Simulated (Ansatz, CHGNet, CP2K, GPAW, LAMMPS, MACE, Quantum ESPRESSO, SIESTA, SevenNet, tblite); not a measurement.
**Running glassy 72SiO2-17Al2O3-6BaO-6ZnO (mol %) (116 atoms) with GPAW**

Aim: run glassy 72SiO2-17Al2O3-6BaO-6ZnO (mol %) (116 atoms) in GPAW and see how near its forces come to a plane-wave reference, and at what cost.

Main program and level: GPAW 26.7.0; the method is named at each step.

## Step 1: The starting structure

The cell holds 116 atoms: 26 Si, 12 Al, 2 Ba, 2 Zn and 74 O. Its edges and angles: a = 12.202 Å, b = 12.202 Å, c = 12.202 Å, α = 90.0°, β = 90.0°, γ = 90.0°. 116 atoms (26 Si, 12 Al, 2 Ba, 2 Zn, 74 O) placed at random at 2.42 g/cm³, melted at 4000 K for 10 ps at fixed volume with the Morse and Coulomb pair potential with partial charges (Pedone, Malavasi, Menziani, Cormack and Segre, J. Phys. Chem. B 110, 11780 (2006)). Quenched from 4000 K to 300 K at 50 K/ps and fixed volume, held 5 ps.

The yardstick, on the same geometry:

| Property | Result |
| --- | --- |
| method | Kohn-Sham DFT, PBE, SSSP efficiency 1.3.0 pseudopotentials, plane waves (Quantum ESPRESSO 7.5); sssp-pbe-1.3.0-efficiency, cutoffs 60/480 Ry, Γ point |
| r.m.s. force component | 1.288 eV/Å |
| longest force | 5.183 eV/Å |
| pressure | 2.134 GPa |
| gap (highest filled to lowest empty level) | 2.497 eV |
| time | 9.9 min on 4 MPI ranks of Arm Neoverse V1, shared host |
| CPU time | 40 min |

## Step 2: PBE, LCAO dzp, h 0.18 Å

Method: Kohn-Sham DFT, PBE, PAW, atomic orbitals (dzp).

run.py

```python
import numpy as np
from ase.io import read
from gpaw import GPAW, FermiDirac
from ase.parallel import parprint as print

atoms = read("structure.xyz")
atoms.calc = GPAW(
    mode="lcao",
    basis="dzp",
    h=0.18,
    xc="PBE",
    kpts={"size": (1, 1, 1), "gamma": True},
    occupations=FermiDirac(0.05),
    maxiter=200,
    symmetry={"point_group": False},
    txt="gpaw.txt",
)
energy = atoms.get_potential_energy(force_consistent=True)
forces = atoms.get_forces()
print(f"energy {energy:.6f} eV")
print("forces (eV/A)")
for i, (a, f) in enumerate(zip(atoms, forces)):
    print(f"{i:4d} {a.symbol:2s} {f[0]:10.5f} {f[1]:10.5f} {f[2]:10.5f}")
print(f"Fermi level {atoms.calc.get_fermi_level():.4f} eV")
for k in range(len(atoms.calc.get_ibz_k_points())):
    for s in range(atoms.calc.get_number_of_spins()):
        e = atoms.calc.get_eigenvalues(kpt=k, spin=s)
        n = np.searchsorted(e, atoms.calc.get_fermi_level())
        print(f"k {k} spin {s} levels about the Fermi level:", np.round(e[max(n - 6, 0):n], 4).tolist(), "|", np.round(e[n:n + 6], 4).tolist())
```

structure.xyz

```xyz
116
Lattice="12.20210 0.00000 0.00000 0.00000 12.20210 0.00000 0.00000 0.00000 12.20210" Properties=species:S:1:pos:R:3 pbc="T T T"
Si 1.98589 7.85120 6.90968
Si 9.02931 5.94181 10.14531
Si 9.84160 11.53172 11.33099
Si 2.70594 3.68113 9.47249
Si 5.22238 7.48416 7.22791
Si 5.77843 8.74402 0.19780
Si 6.96899 0.60986 6.86161
Si 6.84111 10.05648 8.30048
Si 8.63518 3.28859 1.95758
Si 1.16310 1.03266 2.83479
Si 2.41138 0.93846 5.68142
Si 5.97708 5.26667 9.48921
Si 1.23168 4.08917 3.59401
Si 2.30778 10.89464 7.82191
Si 1.07452 8.94023 11.98124
Si 8.38748 8.91595 10.43182
Si 9.14901 2.21468 11.29866
Si 12.01834 6.45625 4.99713
Si 5.38601 3.31531 1.75588
Si 6.08177 11.30891 1.61751
Si 11.28011 8.22190 2.26910
Si 10.69538 11.38456 2.23933
Si 4.44388 5.81955 12.13426
Si 2.11536 6.90761 9.87150
Si 10.08821 5.01946 7.11602
Si 1.42655 4.83545 0.57862
Al 2.21029 1.54906 11.95379
Al 7.04232 2.28509 9.23919
Al 4.65449 2.84358 7.13945
Al 0.14691 2.54633 10.84083
Al 0.34776 11.62201 10.24012
Al 3.58656 10.96371 0.23343
Al 4.12358 3.38779 4.66169
Al 6.92835 12.02480 10.84108
Al 10.35714 5.68276 0.77081
Al 8.09707 0.60364 3.72420
Al 4.71892 1.49439 11.36857
Al 4.23193 9.34534 9.84941
Ba 10.66049 1.81299 5.28082
Ba 8.06046 6.09629 3.70480
Zn 6.68577 5.03556 6.51739
Zn 0.16082 2.59258 7.74296
O 5.04069 2.23372 0.66050
O 12.06251 0.00439 2.63883
O 1.18446 11.53843 8.76367
O 8.99209 2.47483 0.64940
O 10.85377 6.16499 6.09861
O 3.48260 0.30945 11.66570
O 10.83132 9.78291 2.54475
O 1.18031 7.77201 10.97030
O 9.51861 4.55968 1.93257
O 9.80878 5.62773 8.65690
O 10.82766 11.80077 10.18094
O 10.64340 2.41589 10.88159
O 3.53666 10.46550 8.84664
O 6.40439 11.80858 0.15692
[... 56 atom lines left out ...]
O 7.88085 1.11930 8.22885
O 7.63339 0.86098 5.39211
O 9.19611 7.56018 10.31993
O 2.09193 1.25669 1.56333
```

Started as:

```
$ OMP_NUM_THREADS=1 mpirun -np 2 gpaw python run.py > output.txt
```

Output:

```text
energy -803.432174 eV
forces (eV/A)
   0 Si    1.81868   -0.44049    3.05936
   1 Si    1.25357    1.37587   -3.89694
   2 Si   -0.03357    0.65384    1.74946
   3 Si   -3.44147   -0.20846    1.65141
   4 Si   -2.25271    1.43247    2.53002
   5 Si   -1.00414   -0.78920   -4.61735
   6 Si    1.35572   -0.52291    2.70077
   7 Si   -1.42032    1.83407   -0.41858
   8 Si   -1.69923   -3.69503    0.26046
   9 Si   -0.06843    0.54589   -0.50750
  10 Si   -2.00677    0.25822    0.85046
  11 Si    2.05731    0.95157   -0.35822
  12 Si    3.32246   -0.68276   -1.82220
  13 Si    0.62324   -2.03425    1.51225
  14 Si   -2.10811    3.88686    1.57582
  15 Si   -3.18865   -1.22954   -1.24863
  16 Si    1.00327   -1.72061    1.23586
  17 Si    0.54810    1.38718   -0.61368
  18 Si    1.19293    2.49003   -0.66672
  19 Si   -0.14288   -2.62285   -0.49769
  20 Si    1.90739    0.83908   -1.47165
  21 Si    0.50372   -0.23349   -0.70381
  22 Si   -2.23259    0.07084    3.06461
  23 Si   -0.39917    0.54843   -0.39861
[...]
108 O    -1.04663    0.83896   -1.03621
 109 O     0.01003   -0.03695    0.25577
 110 O     1.03014    1.83405   -1.27433
 111 O     0.22413    0.56589    0.61392
 112 O     1.10769   -0.24474   -1.35360
 113 O     0.70097    0.15883    0.08784
 114 O     1.51288    0.67000    0.20023
 115 O     0.53779   -0.39811   -1.44339
Fermi level 3.1851 eV
k 0 spin 0 levels about the Fermi level: [0.937, 0.9837, 1.0514, 1.1021, 1.5897, 2.0045] | [4.3597, 4.7549, 4.9695, 5.0882, 5.306, 5.4696]
```

gpaw.txt:

```text
Input parameters:
  mode=LCAO(),
  basis={'default': 'dzp'},
  h=0.18,
  kpts=MonkhorstPack(size=(1, 1, 1), gamma=True),
  maxiter=200,
  occupations=Occupations(name='fermi-dirac', width=0.05, fixmagmom=False),
  symmetry=Symmetry(point_group=False),
  xc=XC(name='PBE')
Unit cell  # Å
| periodic |         x |         y |         z |   lengths |    angles |
|----------|-----------|-----------|-----------|-----------|-----------|
|      yes | 12.202100 |  0.000000 |  0.000000 | 12.202100 | 90.000000 |
|      yes |  0.000000 | 12.202100 |  0.000000 | 12.202100 | 90.000000 |
|      yes |  0.000000 |  0.000000 | 12.202100 | 12.202100 | 90.000000 |
Number of symmetries: 1
Symmetry operations  # r_c * U_cc + t_c -> r_c
|   | kind |            matrix            |
|---|------|------------------------------|
| 0 |  E   |  1, 0, 0,  0, 1, 0,  0, 0, 1 |
BZ-sampling:
  Number of BZ points: 1
  Number of IBZ points: 1
  Monkhorst-Pack size: [1, 1, 1]
  Monkhorst-Pack shift: [0, 0, 0]
[... lines left out ...]
        l=0, rc=2.2969 Bohr: 2s-dz split-valence wave
        l=1, rc=2.8906 Bohr: 2p-dz split-valence wave
        l=2, rc=5.3906 Bohr: d-type Gaussian polarization
      Number of RI-basis functions 0
Reference energy: -975587.438296  # eV
eigensolver:
density mixing:
  MSR1-Mixer
occupation numbers:
  Fermi-Dirac:
    width: 0.0500  # eV
FastPoissonSolver using
    Stencil: 6*3+1=19 point O(h^6) finite-difference Laplacian
xc functional:
  name: PBE with 2 nearest neighbor stencil
interpolation: tri-quintic # 5. degree polynomial
Initialization done in: 10.858 s
convergence criteria:
- Maximum [total energy] change in last 3 cyles: 0.0005 eV / valence electron
- Maximum integral of absolute [dens]ity change: 0.0001 electrons / valence electron
- Maximum integral of absolute [eigenst]ate change: 4e-08 eV^2 / valence electron
maximum number of iterations: 200
SCF iterations
|iter     |      energy | eigst |  dens |
|---------|-------------|-------|-------|
|iter:   1| -881.393352 |      c|       |
|iter:   2| -861.353695 |      c| -0.77 |
|iter:   3| -802.596342 |      c| -0.82 |
|iter:   4| -803.168337 |      c| -1.44 |
|iter:   5| -803.473429 |      c| -1.74 |
|iter:   6| -803.433366c|      c| -2.49 |
|iter:   7| -803.432430c|      c| -3.12 |
|iter:   8| -803.432204c|      c| -3.51 |
|iter:   9| -803.432176c|      c| -3.99 |
|iter:  10| -803.432174c|      c| -4.51c|
Converged in 10 steps
SCF loop duration: 124.580 s (12.458 s/step)
Energy contributions relative to reference atoms: (reference = -975587.438296)
Energy contributions:
  Kinetic:         923.750127
  Coulomb:        -791.319108
  Zero:             11.399558
  External:          0.000000
  Xc:             -947.262751
  Entropy:          -0.000000
  Spinorbit:         0.000000
  ----------------------------
  Free energy:    -803.432174
  Extrapolated:   -803.432174
dipole moment: (-32.172000, 45.406772, -41.817087)  # |e|*Ang
Fermi level: 3.185
Eigenvalues  # (at kpt = [0.000, 0.000, 0.000])
| band index |      eig [eV] | occ [0-2] |
|------------|---------------|-----------|
|          0 |       -27.002 |     2.000 |
|        ... |               |           |
|        306 |         0.827 |     2.000 |
|        307 |         0.914 |     2.000 |
[...]
|        321 |         5.874 |     0.000 |
|        ... |               |           |
|        380 |        10.025 |     0.000 |
Gap: 2.355 eV
Transition (v -> c):
  (s=0, k=0, n=313, [0.00, 0.00, 0.00]) -> (s=0, k=0, n=314, [0.00, 0.00, 0.00])
No difference between direct/indirect transitions
Force computation time: 28.798  # s
```

Run time: 2.8 min. Hardware: 2 MPI ranks of Arm Neoverse V1, shared host; peak memory 2.8 GiB; 5.6 min of CPU time.

Banners, paths, timers and routine set-up lines are dropped from the logs unmarked, and long logs keep their key lines alone; longer cuts are marked.

Against the reference:

```
r.m.s. force component                           : 1.466 eV/Å
r.m.s. difference of force components            : 281.4 meV/Å
longest difference of force vectors              : 1107 meV/Å
force difference over r.m.s. force               : 21.84 %
slope of forces against the reference's          : 1.123
correlation of force components                  : 0.9874
gap (highest filled to lowest empty level) : 2.355 eV
gap difference                                   : -0.1416 eV
```

Length of the force difference by element (eV/Å):

| element | atoms | mean | most |
| --- | --- | --- | --- |
| Al | 12 | 0.25 | 0.40 |
| Ba | 2 | 0.093 | 0.098 |
| O | 74 | 0.54 | 1.1 |
| Si | 26 | 0.24 | 0.45 |
| Zn | 2 | 0.13 | 0.23 |

Levels nearest the highest filled one (eV from it): -1.07, -1.02, -0.95, -0.90, -0.41, 0.00, 2.36, 2.75, 2.96, 3.08, 3.30, 3.47.

Local excerpt of 11 atoms (numbers count through the whole input) about Si5, picked at random; x, y, z are measured from there.

| atom | x | y | z | distance (Å) | bonds | Fx | Fy | Fz (eV/Å) |
| --- | --- | --- | --- | --- | --- | --- | --- | --- |
| Si5 | 0.00 | 0.00 | 0.00 | 0.00 | 4 | -2.25 | 1.43 | 2.53 |
| O65 | 0.93 | -0.46 | -1.13 | 1.53 | 3 | 3.53 | -1.52 | -4.13 |
| O77 | -1.56 | 0.15 | -0.48 | 1.63 | 2 | -0.90 | -0.19 | -0.46 |
| O72 | 0.26 | -1.21 | 1.11 | 1.66 | 2 | -0.65 | -0.30 | 0.09 |
| O81 | 0.42 | 1.44 | 0.88 | 1.74 | 2 | -1.27 | -0.72 | 0.15 |
| Zn41 | 1.46 | -2.45 | -0.71 | 2.94 | 3 | 0.11 | 0.67 | 0.82 |
| O61 | -1.80 | 0.34 | 2.65 | 3.22 | 2 | 2.28 | -0.51 | 0.38 |
| Si8 | 1.62 | 2.57 | 1.07 | 3.22 | 4 | -1.42 | 1.83 | -0.42 |
| Si12 | 0.75 | -2.22 | 2.26 | 3.26 | 4 | 2.06 | 0.95 | -0.36 |
| Si1 | -3.24 | 0.37 | -0.32 | 3.27 | 4 | 1.82 | -0.44 | 3.06 |
| Al38 | -0.99 | 1.86 | 2.62 | 3.36 | 3 | 0.20 | -1.46 | -1.08 |

Atoms are counted from 1 here, from 0 in the log.

Forces lie 22 % from the reference's, at 0.14 times its CPU time (on 2 against 4 cores).

## Step 3: PBE, LCAO dzp, h 0.28 Å

Method: Kohn-Sham DFT, PBE, PAW, atomic orbitals (dzp).

run.py: that of step 2 with these lines changed.

```diff
@@ -3,3 +3,2 @@
 from gpaw import GPAW, FermiDirac
-from ase.parallel import parprint as print
 
@@ -9,3 +8,3 @@
     basis="dzp",
-    h=0.18,
+    h=0.28,
     xc="PBE",
```

structure.xyz is that of step 2.

Started as:

```
$ OMP_NUM_THREADS=1 python run.py > output.txt
```

Output:

```text
energy -726.818180 eV
forces (eV/A)
   0 Si    1.79682   -0.38977    3.04985
   1 Si    1.18185    1.44264   -3.88915
   2 Si   -0.00858    0.63138    1.73794
   3 Si   -3.44246   -0.22329    1.72184
   4 Si   -2.22788    1.46548    2.56560
   5 Si   -0.97472   -0.83117   -4.59653
   6 Si    1.33486   -0.49357    2.69014
   7 Si   -1.37293    1.83662   -0.38534
   8 Si   -1.74836   -3.64221    0.26684
   9 Si   -0.08142    0.50308   -0.40749
  10 Si   -1.99522    0.25981    0.88995
  11 Si    2.12500    0.81649   -0.39941
  12 Si    3.43368   -0.65553   -1.79646
  13 Si    0.68573   -2.04750    1.46440
  14 Si   -2.15645    3.82423    1.66372
  15 Si   -3.26113   -1.16018   -1.30298
  16 Si    1.08484   -1.72659    1.29269
  17 Si    0.54734    1.44717   -0.57192
  18 Si    1.21679    2.51054   -0.65231
  19 Si   -0.10304   -2.62362   -0.47871
  20 Si    1.92709    0.81477   -1.49041
  21 Si    0.49207   -0.25343   -0.66949
  22 Si   -2.22258    0.12249    3.01915
  23 Si   -0.33602    0.54292   -0.41993
[...]
108 O     1.20538    0.36164    1.96795
 109 O    -2.70824   -3.14540   -1.17974
 110 O     2.80877    0.03195   -2.21061
 111 O    -2.64056    3.00169   -2.73006
 112 O    -0.72662   -1.01657    1.19318
 113 O     1.19531   -1.65813   -0.83102
 114 O    -1.22336   -2.02481   -3.19766
 115 O     1.19665    0.19176    0.57686
Fermi level 3.2141 eV
k 0 spin 0 levels about the Fermi level: [0.9516, 1.0158, 1.0565, 1.1035, 1.6096, 2.0025] | [4.3712, 4.7707, 4.9794, 5.0986, 5.3169, 5.4766]
```

gpaw.txt:

```text
Input parameters:
  mode=LCAO(),
  basis={'default': 'dzp'},
  h=0.28,
  kpts=MonkhorstPack(size=(1, 1, 1), gamma=True),
  maxiter=200,
  occupations=Occupations(name='fermi-dirac', width=0.05, fixmagmom=False),
  symmetry=Symmetry(point_group=False),
  xc=XC(name='PBE')
Unit cell  # Å
| periodic |         x |         y |         z |   lengths |    angles |
[... lines left out ...]
  Fermi-Dirac:
[... lines left out ...]
convergence criteria:
- Maximum [total energy] change in last 3 cyles: 0.0005 eV / valence electron
[... lines left out ...]
Converged in 10 steps
[... lines left out ...]
  Free energy:    -726.818180
  Extrapolated:   -726.818180
dipole moment: (-33.305325, 47.008048, -42.498451)  # |e|*Ang
Fermi level: 3.214
Eigenvalues  # (at kpt = [0.000, 0.000, 0.000])
| band index |      eig [eV] | occ [0-2] |
|------------|---------------|-----------|
|          0 |       -27.000 |     2.000 |
|        ... |               |           |
|        306 |         0.853 |     2.000 |
|        307 |         0.946 |     2.000 |
[...]
|        321 |         5.883 |     0.000 |
|        ... |               |           |
|        380 |        10.038 |     0.000 |
Gap: 2.369 eV
Transition (v -> c):
  (s=0, k=0, n=313, [0.00, 0.00, 0.00]) -> (s=0, k=0, n=314, [0.00, 0.00, 0.00])
No difference between direct/indirect transitions
Force computation time: 21.920  # s
timing:  # [seconds]
  Total:  129.261  # ━━━━━━━━━━━━━━━━━━━━━━━━━━━━━━━━━━━━━━━━━━━━━━━━━━━━━━━━
  Init:    12.605  # ━━━━━╸
  SCF:     94.694  # ━━━━━━━━━━━━━━━━━━━━━━━━━━━━━━━━━━━━━━━━━
  Forces:  21.920  # ━━━━━━━━━╸
```

It took 2.2 min on 1 thread; peak memory 0.93 GiB.

Against the reference:

* r.m.s. force component: 2.283 eV/Å
* r.m.s. difference of force components: 1843 meV/Å
* longest difference of force vectors: 5448 meV/Å
* force difference over r.m.s. force: 143.1 %
* slope of forces against the reference's: 1.047
* correlation of force components: 0.5919
* gap (highest filled to lowest empty level): 2.369 eV
* gap difference: -0.1281 eV
* energy less the same-level run's: 660.5 meV/atom
* r.m.s. force difference from the same-level run: 1837 meV/Å

This is a coarse setting, run to see what it loses.

Against the first run (22 %), the force difference from the reference is 143 %, at 0.39 times the CPU time (on 1 against 2 cores): the grid matters here.

The difference per atom is largest on O (3.9 eV/Å on average, against 0.27 on Al). The forces add up to 50 eV/Å instead of zero, usually a sign of too coarse a grid.

(Continued in part 2 of 2.)

[Also dropped from logs without a mark: logging warnings of Python, and SIESTA's first energy breakdown and zero terms.]

[Logs are printed without paths, hosts, clocks, repeated set-up lines and the standing remarks that a program may print on its own settings, such as how far it seeks lower states.]

[Hosts, paths, dates, database ids (printed as entryN), source tags and the programs' standing remarks are cut or masked in the printed files.]
